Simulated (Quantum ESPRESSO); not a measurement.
Crystal: SnO.

```
Sn O
1.0
     3.81370    0.00000    0.00000
     0.00000    3.81370    0.00000
     0.00000    0.00000    4.88691
Sn O
2 2
Direct
  0.50000 0.00000 0.76463
  0.00000 0.50000 0.23537
  0.00000 0.00000 0.00000
  0.50000 0.50000 0.00000
```

The cell is a database's computed one.

Base run:

```yaml
Program: Quantum ESPRESSO 7.5
Functional: WC
Potentials_or_basis: PseudoDojo 0.4.1 SR PBE standard
Cutoff: 1143 eV
Density_cutoff: 4572 eV
k_mesh: 6 × 6 × 4, shifted
Occupations: fermi-dirac, width 0.05 eV
Spin: no spin polarisation
```

Its results: pressure 0.4 GPa; largest force 0.228 eV/Å; electronic dielectric tensor (diagonal) 8.27, 8.27, 7.22.

Task: The run is repeated on the same cell with these changes: functional from WC to BLYP. What comes out?

Result: Pressure 8.9 GPa; largest force 0.657 eV/Å; electronic dielectric tensor (diagonal) 7.47, 7.47, 6.60.

BLYP binds less tightly than WC, so the same cell stands under more pressure.

Caveats: the potentials were made for another functional, which shifts forces and pressure; the cell is more than 3 GPa from zero pressure, which shifts response properties (some runs).

Not every run made on this cell is shown here.
